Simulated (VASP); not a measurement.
The system is ZrSiO4 (Zircon).

```
Zr Si O
1.0
    -3.30350    3.30350    2.99100
     3.30350   -3.30350    2.99100
     3.30350    3.30350   -2.99100
Zr Si O
2 2 8
Direct
  0.75000 0.25000 0.50000
  0.00000 0.00000 0.00000
  0.25000 0.75000 0.50000
  0.50000 0.50000 0.00000
  0.13640 0.32030 0.81610
  0.07030 0.75420 0.68390
  0.50420 0.32030 0.18390
  0.07030 0.38640 0.31610
  0.61360 0.92970 0.68390
  0.67970 0.86360 0.18390
  0.24580 0.92970 0.31610
  0.67970 0.49580 0.81610
```

* Program: VASP 6.6.1
* Task: relaxation of cell and atoms
* Functional: PBE
* Potentials or basis: VASP PAW PBE potentials, release 64 (Zr_sv, Si, O)
* Cutoff: 600 eV
* k mesh: 6 × 6 × 6
* Occupations: gaussian, width 0.03 eV
* Spin: no spin polarisation

At the start: pressure 6.7 GPa; volume 10.88 Å³/atom.

**Question.** Where does the relaxation end?

**Answer.** Over 9 steps the energy falls by 6.5 meV/atom and the volume is 11.19 Å³/atom (+2.8 %); space group I4_1/amd (No. 141, to 0.05 Å).

The path:
```
step  energy change (eV)  largest force (eV/Å)  pressure (GPa)  volume (Å³)
   1              0.0000                0.3677            6.71       130.56
   2              0.1379                0.9959           -8.90       139.36
   3             -0.0735                0.1939            0.42       133.73
   4             -0.0735                0.1838            0.54       133.66
   5             -0.0760                0.1335           -0.31       134.54
   6             -0.0778                0.0210            0.00       134.20
   7             -0.0781                0.0166           -0.01       134.23
   8             -0.0782                0.0138           -0.03       134.26
   9             -0.0783                0.0064            0.05       134.23
```

Final structure:
```yaml
crystal:
  lattice:
    - [-3.33689, 3.33689, 3.01376]
    - [3.33689, -3.33689, 3.01376]
    - [3.33689, 3.33689, -3.01376]
  atoms:
    - { symbol: Zr, position: [0.75000, 0.25000, 0.50000] }
    - { symbol: Zr, position: [0.00000, 0.00000, 0.00000] }
    - { symbol: Si, position: [0.25000, 0.75000, 0.50000] }
    - { symbol: Si, position: [0.50000, 0.50000, 0.00000] }
    - { symbol: O, position: [0.13583, 0.31983, 0.81600] }
    - { symbol: O, position: [0.06983, 0.75383, 0.68400] }
    - { symbol: O, position: [0.50383, 0.31983, 0.18400] }
    - { symbol: O, position: [0.06983, 0.38583, 0.31600] }
    - { symbol: O, position: [0.61417, 0.93017, 0.68400] }
    - { symbol: O, position: [0.68017, 0.86417, 0.18400] }
    - { symbol: O, position: [0.24617, 0.93017, 0.31600] }
    - { symbol: O, position: [0.68017, 0.49617, 0.81600] }
```
